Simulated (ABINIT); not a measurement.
Write the native input for ABINIT 10.8.3 (patched build) that does the following.

```yaml
Task: single point
Functional: PBE0
Potentials_or_basis: SPMS NC PBE v1.0
Cutoff: 381 eV
k_mesh: 6 × 6 × 6
Occupations: fermi-dirac, width 0.05 eV
Spin: no spin polarisation
Most_SCF_steps: 60
Thinning_of_the_exchange_mesh_fockdownsampling: 2 × 2 × 2
```

The system is Pb.

```xyz
2
Lattice="0.0000 3.4390 3.4390 3.4390 0.0000 3.4390 3.4390 3.4390 0.0000" Properties=species:S:1:pos:R:3 pbc="T T T"
Pb    1.7195    1.7195    1.7195
Pb    0.0000    0.0000    0.0000
```

This isn't the form of Pb at room conditions, which is fcc.

The input as run:

run.abi

```
# Pseudopotentials
pp_dirpath "./"
pseudos "82_Pb_14_3.0_3.1_pbe_n_v1.0.psp8"

# Structure
acell 4.8634805195 4.8634805195 4.8634805195 Angstrom
rprim
     0.0000000000     0.7071067812     0.7071067812
     0.7071067812     0.0000000000     0.7071067812
     0.7071067812     0.7071067812     0.0000000000
ntypat 1
znucl 82
natom 2
typat 1 1
xred
     0.2500000000     0.2500000000     0.2500000000
     0.0000000000     0.0000000000     0.0000000000

# Plane-wave basis
ecut 14.0

# k points
kptopt 1
ngkpt 6 6 6
nshiftk 1
shiftk 0.0 0.0 0.0

# Exchange and correlation
ixc 41
fockdownsampling 2 2 2

# Bands and occupations
nband 18
occopt 3
tsmear 0.05 eV

# SCF cycle
nstep 60
toldfe 1.0e-7

# Output
iomode 3
prtwf 0
prtden 0
prteig 0
prtebands 0
enunit 1
```

Potentials or basis: SPMS NC PBE v1.0.

Command:

```bash
$ mpirun --bind-to none -np 4 abinit run.abi > log 2>&1
```

Results of the run:

```yaml
Band_gap_on_the_k_mesh: none (metal or under the smearing width)
Valence_electrons_inside_the_program's_atomic_spheres: Pb 9.63 (radii [1.0584] Å)
```

Caveat: exact exchange is summed on a coarse mesh, which widens gaps by tenths of an eV.

It took 4.5 min on 4 MPI ranks on AMD EPYC 9R45 96-Core Processor (Zen 5), on a shared host, peak memory 0.32 GiB a rank.
